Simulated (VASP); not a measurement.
# Mg (P6_3/mmc) in VASP: further runs, part 2 of 2

VASP 6.6.1.

## 3. Electrostatic potential, PBEsol

This run uses another cell than the first one, of 22.48 Å³/atom, 0.995 times its volume.

INCAR

```
SYSTEM = Mg
PREC = Accurate
ENCUT = 520
EDIFF = 1E-7
ISMEAR = 1
SIGMA = 0.1
LREAL = .False.
LASPH = .True.
NELM = 80
ALGO = Normal
ISIF = 2
LWAVE = .False.
LCHARG = .True.
GGA = PS
LVHAR = .True.
```

KPOINTS

```
regular mesh
0
Gamma
  16 16 8
  0 0 0
```

POSCAR

```
Mg                                      
1.0
    3.1839595226      0.0000000000     -0.0000000000
   -1.5919797613      2.7573898272     -0.0000000000
   -0.0000000000     -0.0000000000      5.1212442934
  Mg            
     2
Direct
     0.3333333300000021    0.6666666699999979    0.2500000000000000
     0.6666666699999979    0.3333333300000021    0.7500000000000000
```

Potentials or basis: VASP PAW PBE potentials, release 64 (Mg).

On the command line:

```console
> cat potpaw_PBE.64/Mg/POTCAR > POTCAR
> mpirun -np 1 vasp_std > vasp.out
```

OUTCAR:

```text
SYSTEM = Mg
   PREC = Accurate
   ENCUT = 520
   EDIFF = 1E-7
   ISMEAR = 1
   LREAL = .False.
   LASPH = .True.
   NELM = 80
   ISIF = 2
   GGA = PS

 ion  position               nearest neighbor table
   1  0.333  0.667  0.250-   2 3.15   2 3.15   2 3.15   2 3.15   2 3.15   2 3.15
   2  0.667  0.333  0.750-   1 3.15   1 3.15   1 3.15   1 3.15   1 3.15   1 3.15

  LATTYP: Found a hexagonal cell.
 ALAT       =     3.1839595226
 C/A-ratio  =     1.6084514445

  Lattice vectors:

[... 408 lines left out ...]

  FORCE on cell =-STRESS in cart. coord.  units (eV):
  Direction    XX          YY          ZZ          XY          YZ          ZX
  --------------------------------------------------------------------------------------
  -------------------------------------------------------------------------------------
  Total        0.0010294      0.0010294      0.0058136      0.0000000     -0.0000000     -0.0000000
  in kB        0.0366821      0.0366821      0.2071641      0.0000000     -0.0000000     -0.0000000
  external PRESSURE =       0.0935094 kB  Pullay stress =       0.0000000 kB

 VOLUME and BASIS-vectors are now :
 -----------------------------------------------------------------------------
  energy-cutoff  :      520.00
  volume of cell :       44.96
      direct lattice vectors                 reciprocal lattice vectors
     3.183959523  0.000000000  0.000000000     0.314074345  0.181330908  0.000000000
    -1.591979761  2.757389827  0.000000000     0.000000000  0.362661815  0.000000000
     0.000000000  0.000000000  5.121244293     0.000000000  0.000000000  0.195265046

 POSITION                                       TOTAL-FORCE (eV/Angst)
 -----------------------------------------------------------------------------------
     -0.00000      1.83826      1.28031         0.000000     -0.000000      0.000000
      1.59198      0.91913      3.84093        -0.000000      0.000000      0.000000
 -----------------------------------------------------------------------------------
    total drift:                                0.000000     -0.000000      0.000000

  FREE ENERGIE OF THE ION-ELECTRON SYSTEM (eV)
  ---------------------------------------------------
  free  energy   TOTEN  =        -3.4430917324 eV

  energy  without entropy=       -3.4429512885  energy(sigma->0) =       -3.44304492
```

OSZICAR:

```text
N       E                     dE             d eps       ncg     rms          rms(c)
DAV:   1    -0.451132515128E+00   -0.45113E+00   -0.13498E+03  1806   0.483E+02
DAV:   2    -0.343963149496E+01   -0.29885E+01   -0.28670E+01  2412   0.288E+01
DAV:   3    -0.346310836023E+01   -0.23477E-01   -0.23397E-01  2592   0.328E+00
DAV:   4    -0.346317325957E+01   -0.64899E-04   -0.64900E-04  2436   0.146E-01
DAV:   5    -0.346317357767E+01   -0.31810E-06   -0.31842E-06  2568   0.799E-03    0.962E-01
DAV:   6    -0.345262435931E+01    0.10549E-01   -0.56303E-04  2178   0.229E-01    0.613E-01
DAV:   7    -0.344308777220E+01    0.95366E-02   -0.23455E-03  2010   0.415E-01    0.313E-02
DAV:   8    -0.344309222305E+01   -0.44508E-05   -0.14353E-05  2850   0.344E-02    0.628E-03
DAV:   9    -0.344309186656E+01    0.35649E-06   -0.90815E-07  2148   0.603E-03    0.589E-04
DAV:  10    -0.344309173407E+01    0.13249E-06   -0.30571E-09  1638   0.465E-04    0.102E-04
DAV:  11    -0.344309173236E+01    0.17083E-08   -0.26337E-10  1218   0.149E-04
   1 F= -.34430917E+01 E0= -.34430449E+01  d E =-.140444E-03
```

stdout:

```text
POSCAR found type information on POSCAR Mg
 POSCAR found :  1 types and       2 ions
 scaLAPACK will be used
 -----------------------------------------------------------------------------
|                                                                             |
|                                                                             |
|     You enforced a specific xc type in the INCAR file but a different       |
|     I HOPE YOU KNOW WHAT YOU ARE DOING!                                     |
|                                                                             |
 -----------------------------------------------------------------------------

 LDA part: xc-table for (Slater+PW92), standard interpolation
 POSCAR, INCAR and KPOINTS ok, starting setup
 FFT: planning ... GRIDC
 FFT: planning ... GRID_SOFT
 FFT: planning ... GRID
 WAVECAR not read
 entering main loop
```

It took 9.5 s on 1 thread of Intel Xeon 6975P-C (Granite Rapids), shared host; peak memory 0.18 GiB.

What came out:

* Free energy: -3.4431 eV
* Pressure: 0.0 GPa
* Band gap on the k mesh: none (metal or under the smearing width)

Levels at points of the mesh, in eV from the Fermi level:
```tsv
k point	band 1	band 2	band 3	band 4	band 5	band 6
(0.00, 0.00, 0.00)	-7.03	-1.69	-1.16	10.93	10.93	11.07
(0.50, 0.00, 0.00)	-2.22	-2.20	2.69	3.03	3.39	3.77
(0.00, 0.00, 0.50)	-5.61	-5.61	5.22	5.22	11.69	11.69
(0.50, 0.00, 0.50)	-1.15	-1.15	-0.47	-0.47	8.07	8.07
```

Caveat: the PAW data sets were made with another functional, which shifts forces and pressure a little.
